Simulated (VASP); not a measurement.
Output of a VASP run:

### OSZICAR
```
       N       E                     dE             d eps       ncg     rms          rms(c)
DAV:   1     0.614318996484E+02    0.61432E+02   -0.60941E+03   260   0.941E+02
DAV:   2    -0.246894345639E+01   -0.63901E+02   -0.62274E+02   310   0.207E+02
DAV:   3    -0.529901813424E+01   -0.28301E+01   -0.28258E+01   305   0.469E+01
DAV:   4    -0.533627543724E+01   -0.37257E-01   -0.37256E-01   370   0.528E+00
DAV:   5    -0.533635046332E+01   -0.75026E-04   -0.75026E-04   315   0.209E-01    0.464E+00
DAV:   6    -0.516954047148E+01    0.16681E+00   -0.55985E-01   323   0.206E+01    0.361E+00
DAV:   7    -0.515850130393E+01    0.11039E-01   -0.11517E-01   295   0.350E+00    0.145E+00
DAV:   8    -0.515858946131E+01   -0.88157E-04   -0.43601E-03   310   0.625E-01    0.400E-01
DAV:   9    -0.515883437750E+01   -0.24492E-03   -0.10316E-03   285   0.305E-01    0.126E-01
DAV:  10    -0.515885805822E+01   -0.23681E-04   -0.78591E-05   328   0.860E-02    0.877E-02
DAV:  11    -0.515891386634E+01   -0.55808E-04   -0.87084E-05   275   0.607E-02    0.464E-02
DAV:  12    -0.515891488677E+01   -0.10204E-05   -0.26650E-06   310   0.221E-02    0.174E-02
DAV:  13    -0.515891507628E+01   -0.18950E-06   -0.13966E-07   170   0.356E-03
   1 F= -.51589151E+01 E0= -.51589151E+01  d E =-.225700E-21
```

File OUTCAR:
```
------------------------ aborting loop because EDIFF is reached ----------------------------------------
  FORCE on cell =-STRESS in cart. coord.  units (eV):
  Direction    XX          YY          ZZ          XY          YZ          ZX
  --------------------------------------------------------------------------------------
  Total        0.3826112      0.3826112      0.3826112     -0.0000000     -0.0000000      0.0000000
  in kB       10.6028392     10.6028392     10.6028392     -0.0000000     -0.0000000      0.0000000
  external PRESSURE =      10.6028392 kB  Pullay stress =       0.0000000 kB
  volume of cell :       57.82
      direct lattice vectors                 reciprocal lattice vectors
     0.000000000  3.069060000  3.069060000    -0.162916333  0.162916333  0.162916333
     3.069060000  0.000000000  3.069060000     0.162916333 -0.162916333  0.162916333
     3.069060000  3.069060000  0.000000000     0.162916333  0.162916333 -0.162916333
 POSITION                                       TOTAL-FORCE (eV/Angst)
 -----------------------------------------------------------------------------------
      3.06906      3.06906      3.06906        -0.000000     -0.000000     -0.000000
      1.53453      1.53453      1.53453         0.000000      0.000000      0.000000
 -----------------------------------------------------------------------------------
    total drift:                                0.000003      0.000003      0.000003
  FREE ENERGIE OF THE ION-ELECTRON SYSTEM (eV)
  ---------------------------------------------------
  free  energy   TOTEN  =        -5.1589150763 eV

  energy  without entropy=       -5.1589150763  energy(sigma->0) =       -5.15891508
```
(Selected blocks of OUTCAR.)

File POSCAR:
```
ZnTe
1
    0.0000000000     3.0690600000     3.0690600000
    3.0690600000     0.0000000000     3.0690600000
    3.0690600000     3.0690600000     0.0000000000
Zn Te
1 1
Direct
  0.5000000000   0.5000000000   0.5000000000
  0.2500000000   0.2500000000   0.2500000000
```

Write an INCAR and KPOINTS that could have produced this output.

One answer among several that fit: the input of the run itself, PBE GGA, plane waves, VASP's PBE PAW potentials (set 64).

KPOINTS:
```
Automatic mesh
0
Gamma
5 5 5
0 0 0
```

### INCAR
```
ISIF=2   # forces and stress, cell fixed
ENCUT=300   # plane-wave cut-off (eV)
ISMEAR=0   # Gaussian
GGA=PE
LMAXMIX=4
LASPH=.TRUE.   # aspherical one-centre terms
SYSTEM=ZnTe
SIGMA=0.01
LWAVE=.FALSE.
LREAL=.FALSE.   # projection in real space or not
LCHARG=.FALSE.
ALGO=Normal   # blocked Davidson
EDIFF=1E-6
PREC=Accurate
NELM=100   # most electronic steps
```

POTCAR, in this order: Zn Te (PBE.64 set). Program: vasp_std.

At this cut-off the stress carries a Pulay error, which pulls relaxed volumes low.

The structure comes from a computed database's ZnTe entry; how it stands against other phases isn't given here. The cell was not relaxed at this level. The run is one of a series of settings (AEXX removed, HFRCUT removed, ISYM removed, LHFCALC removed, PRECFOCK removed against the base run), some of them coarse on purpose.
